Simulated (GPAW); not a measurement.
Set up this calculation in GPAW 26.7.0, as an ASE script.

```yaml
Task: equation of state
Functional: r2SCAN
Potentials_or_basis: GPAW PAW data sets (gpaw-data 1.2.1)
Cutoff: 600 eV
Basis: pw
k_mesh: 7 × 7 × 7
Occupations: fermi-dirac, width 0.05 eV
Spin: no spin polarisation
Maxiter: 150
Eos_scales: "[0.94, 0.96, 0.98, 1.0, 1.02, 1.04, 1.06]"
```

PbS:

```
CELL_PARAMETERS angstrom
3.65366 0.00000 0.00000
0.00000 3.65366 0.00000
0.00000 0.00000 3.65366
ATOMIC_POSITIONS crystal
Pb 0.00000 0.00000 0.00000
S 0.50000 0.50000 0.50000
```

Measurements of this composition are mostly on another form, of space group No. 225.

The input as run:

run.py

```python
from ase import Atoms
from ase.eos import EquationOfState
from ase.io import Trajectory
from ase.units import GPa
from gpaw import GPAW, PW

atoms = Atoms(['Pb', 'S'],
              cell=[[3.653659, 0.0, 0.0],
                    [0.0, 3.653659, 0.0],
                    [0.0, 0.0, 3.653659]],
              scaled_positions=[[0.0, 0.0, 0.0],
                                [0.5, 0.5, 0.5]],
              pbc=True)

traj = Trajectory('eos.traj', 'w')
volumes, energies = [], []
for x in [0.94, 0.96, 0.98, 1.0, 1.02, 1.04, 1.06]:
    a = atoms.copy()
    a.set_cell(atoms.cell * x**(1 / 3), scale_atoms=True)
    calc = GPAW(mode=PW(600),
                xc='MGGA_X_R2SCAN+MGGA_C_R2SCAN',
                kpts={'size': (7, 7, 7), 'gamma': True},
                occupations={'name': 'fermi-dirac', 'width': 0.05},
                nbands=19,
                convergence={'density': 1e-05, 'energy': 1e-05},
                maxiter=150,
                txt=f'eos-{x:.2f}.txt')
    a.calc = calc
    energies.append(a.get_potential_energy(force_consistent=True))
    volumes.append(a.get_volume())
    p = -a.get_stress()[:3].mean() / GPa
    calc.write(f'eos-{x:.2f}.gpw')
    traj.write(a)
    print(f'{x:.2f} {volumes[-1]:10.4f} A^3 {energies[-1]:14.6f} eV {p:9.3f} GPa', flush=True)

v0, e0, B = EquationOfState(volumes, energies, eos='birchmurnaghan').fit()
print(f'V0 = {v0:.4f} A^3, E0 = {e0:.6f} eV, B0 = {B / GPa:.2f} GPa')
```

Potentials or basis: GPAW PAW data sets (gpaw-data 1.2.1), pw.

Launch:

```sh
$ OMP_NUM_THREADS=1 python run.py
```

It gave:

```json
{"Equilibrium volume": "24.03 Å³/atom (rough: see the caveat)", "Bulk modulus": "61 GPa (rough)"}
```

Caveat: the points scatter about the fit; the PAW data sets were made with another functional, which shifts forces and pressure a little.

Run time: 5 min on 1 thread of Arm Neoverse V2, on a shared host, peak memory 0.91 GiB.
